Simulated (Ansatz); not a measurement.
Runs of Ansatz 0.2.0 on TiNi. The structure is tetragonal, space group P4/mmm (No. 123). The conventional cell has a = 2.736 Å, b = 2.736 Å, c = 3.581 Å, α = 90.00°, β = 90.00°, γ = 90.00°. Around Ni (site symmetry 4/mmm) lie 8 Ti at 2.64 Å and 4 Ni at 2.74 Å. Ti (site symmetry 4/mmm) has 8 Ni at 2.64 Å and 4 Ti at 2.74 Å as nearest neighbours. The cell comes from a database or a generator and needn't be the stable form of this composition.

```tsv
task	level	spin	U	cutoff (eV)	basis error allowed	gap on the mesh (eV)	pressure (GPa)	moment (μB)
single point	PBEsol	collinear, antiferromagnetic start	-	269	0.001 eV/atom	none	-6.3	0.00
single point	PBEsol	collinear, ferrimagnetic start	-	269	0.001 eV/atom	none	-6.3	0.00
band structure	LDA	collinear, ferromagnetic start	-	268	0.001 eV/atom	-	-11.9	0.00
single point	PBEsol	off	-	269	0.001 eV/atom	none	-6.3	-
density of states	PBEsol+U	collinear, ferromagnetic start	Ni d U = 2 eV, Ti d U = 2 eV	269	0.001 eV/atom	none	(a)	0.92
density of states	PBEsol+U	collinear, ferromagnetic start	Ni d U = 4 eV, Ti d U = 4 eV	269	0.001 eV/atom	none	(b)	1.76
```

Alike in all rows: potentials or basis all-electron LAPW, scalar-relativistic; cell as given; k mesh 10 × 10 × 8; smearing fermi-dirac 0.05 eV.

Question: Estimate the missing entries.

Answer: (a) -1.7; (b) 6.5.

Caveats: the magnetic state may not be the lowest (some runs); U is the effective U less J, on atomic orbitals that reach past the spheres (some runs); the U is typed as a test and isn't derived for this compound (some runs).

A k mesh can miss the band edges.

A gap of «none» marks a metal or a gap under the smearing width.

Not every run made on this cell is shown here.
